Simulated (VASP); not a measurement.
Wanted: the native input for a VASP 6.6.1 run.

- Task: relaxation of cell and atoms
- Functional: r2SCAN
- Potentials or basis: VASP PAW PBE potentials, release 64 (Ta_pv, C)
- Cutoff: 600 eV
- k mesh: 14 × 14 × 14
- Occupations: methfessel-paxton, width 0.1 eV
- Spin: no spin polarisation
- Target pressure: 19.7 GPa
- Further INCAR settings: ALGO = Normal; EDIFF = 1e-06; IBRION = 2; EDIFFG = -0.01; NSW = 90; ISIF = 3
- Target pressure: 19.7 GPa

The structure of TaC lies in POSCAR:

```
TaC
1.0
    0.0000000000      2.2230000000      2.2230000000
    2.2230000000      0.0000000000      2.2230000000
    2.2230000000      2.2230000000      0.0000000000
Ta C
1 1
Direct
    0.0000000000      0.0000000000      0.0000000000
    0.5000000000      0.5000000000      0.5000000000
```

These files were run (other wordings do the same):

INCAR

```
SYSTEM = TaC
PREC = Accurate
ENCUT = 600
EDIFF = 1E-6
ISMEAR = 1
SIGMA = 0.1
LREAL = .False.
LASPH = .True.
NELM = 80
ALGO = Normal
ISIF = 3
LWAVE = .False.
LCHARG = .False.
METAGGA = R2SCAN
LMIXTAU = .True.
IBRION = 2
NSW = 90
EDIFFG = -0.01
PSTRESS = 197.0
```

KPOINTS

```
regular mesh
0
Gamma
  14 14 14
  0 0 0
```

Potentials or basis: VASP PAW PBE potentials, release 64 (Ta_pv, C).

Launch:

```sh
$ cat potpaw_PBE.64/Ta_pv/POTCAR potpaw_PBE.64/C/POTCAR > POTCAR
$ mpirun -np 1 vasp_std > vasp.out
```

Results of the run:

```yaml
Relaxed_volume: 10.58 Å³/atom
Relaxed_cell: a = 3.104 Å, b = 3.104 Å, c = 3.104 Å, α = 60.00°, β = 60.00°, γ = 60.00°
Space_group_after_relaxing_to_0.05_Å: Fm-3m (No. 225)
Energy_change_on_relaxing_the_enthalpy_is_what_falls: +30.6 meV/atom
Ionic_steps: 4
Pressure_after_relaxing: 19.6 GPa
Band_gap_on_the_k_mesh: none (metal or under the smearing width)
```

Caveat: the cell is relaxed towards a set pressure, so the enthalpy falls and the energy may rise; the PAW data sets were made with another functional, which shifts forces and pressure a little.

It took 3.9 min on 1 thread of Intel(R) Xeon(R) 6975P-C (Granite Rapids) (shared host), peak memory 0.21 GiB.
